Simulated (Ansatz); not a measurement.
Crystal: Fe.

```
Fe
1.0
    -1.44300    1.44300    1.44300
     1.44300   -1.44300    1.44300
     1.44300    1.44300   -1.44300
Fe
1
Direct
  0.00000 0.00000 0.00000
```

Base run:

* Program: Ansatz 0.2.0
* Functional: PBE
* Potentials or basis: PseudoDojo standard (PBE files)
* Cutoff: 1225 eV
* Density cutoff: 4898 eV
* k mesh: 13 × 13 × 13
* Occupations: fermi-dirac, width 0.05 eV
* Spin: collinear spin, ferromagnetic start
* Starting moments: [3.0] μB

Its results: band gap on the k mesh none (metal or under the smearing width); pressure -4.9 GPa; net moment 2.46 μB per cell; site moments Fe +2.54 μB.

Task: The run is repeated on the same cell with these changes: potentials or basis from PseudoDojo standard (PBE files) to Ansatz PAW earlier set; cutoff from 1225 eV to 844 eV; density cutoff from 4898 eV to 3376 eV. What comes out?

Result: Band gap on the k mesh none (metal or under the smearing width); pressure -9.7 GPa; net moment 2.24 μB per cell; site moments Fe +2.30 μB.

Not every run made on this cell is shown here.
